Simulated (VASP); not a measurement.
PtS2, 3 atoms in the cell. Symmetry: P-3m1, No. 164, trigonal system. Conventional cell: a = 3.543 Å, b = 3.543 Å, c = 5.039 Å, α = 90.00°, β = 90.00°, γ = 120.00°. Pt (site symmetry -3m) has 6 S at 2.34 Å as nearest neighbours. Around S (site symmetry 3m) lie 3 Pt at 2.34 Å. 

```yaml
Program: VASP 6.6.1
Task: relaxation of cell and atoms
Functional: BLYP
Dispersion: D4
Potentials_or_basis: VASP PAW PBE potentials, release 64 (Pt, S)
Cutoff: 600 eV
k_mesh: 9 × 9 × 5
Occupations: fermi-dirac, width 0.05 eV
Spin: no spin polarisation
Further_INCAR_settings: ALGO = Normal; EDIFF = 1e-06; IBRION = 2; EDIFFG = -0.01; NSW = 60; ISIF = 3
```

Potentials or basis: VASP PAW PBE potentials, release 64 (Pt, S).

Launch:

```bash
$ cat potpaw_PBE.64/Pt/POTCAR potpaw_PBE.64/S/POTCAR > POTCAR
$ mpirun -np 1 vasp_std > vasp.out
```

Hardware: 1 thread of Intel(R) Xeon(R) 6975P-C (Granite Rapids), on a shared host.

Problem. Estimate the wall time of this run.

Solution. Wall time 5 min on 1 thread of Intel(R) Xeon(R) 6975P-C (Granite Rapids), on a shared host, peak memory 0.22 GiB. Counts: scf iterations 151, k points 50, ion steps 22.
